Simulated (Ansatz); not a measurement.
# Which way does LiBr + AgCl ⇌ LiCl + AgBr run?

Plane-wave DFT in Ansatz with scalar-relativistic PAW potentials, cutoff 420 eV, Γ-centred meshes chosen by cell and gap, Gaussian smearing with energies taken to zero width. Every cell was relaxed (cell and atoms) in a run of its own, within the symmetry of its start. Functional: PBEsol.

Total energies hold large constants for each element; a whole number of eV per atom of each element is taken off below, which cancels in a balanced reaction.

```csv
compound,lowest structure computed,structures tried,V (Å³/atom),gap on mesh (eV),"E (eV per formula unit, common shift removed)"
LiBr,Fm-3m,2,19.81,4.98,-3.5873
AgCl,Fm-3m,2,20.22,0.72,-0.8051
LiCl,Fm-3m,2,16.22,6.35,-3.4814
AgBr,Fm-3m,2,22.83,0.50,-1.2513
```

Task: Work out the reaction energy at 0 K.

Result: ΔE = E(LiCl) + E(AgBr) − E(LiBr) − E(AgCl) = -0.340 eV, or -33 kJ per mole of reaction (-85 meV/atom). The right side is lower: Li takes Cl and Ag takes Br. Pauling's electronegativities (Li 0.98, Ag 1.93; Br 2.96, Cl 3.16) would pair Li with Cl, the most ionic bond; the result follows that. All four are computed as solids; where they are solids at ordinary conditions entropy changes little. A lower structure that wasn't tried would shift the value, and mixed crystals may lie lower than either side.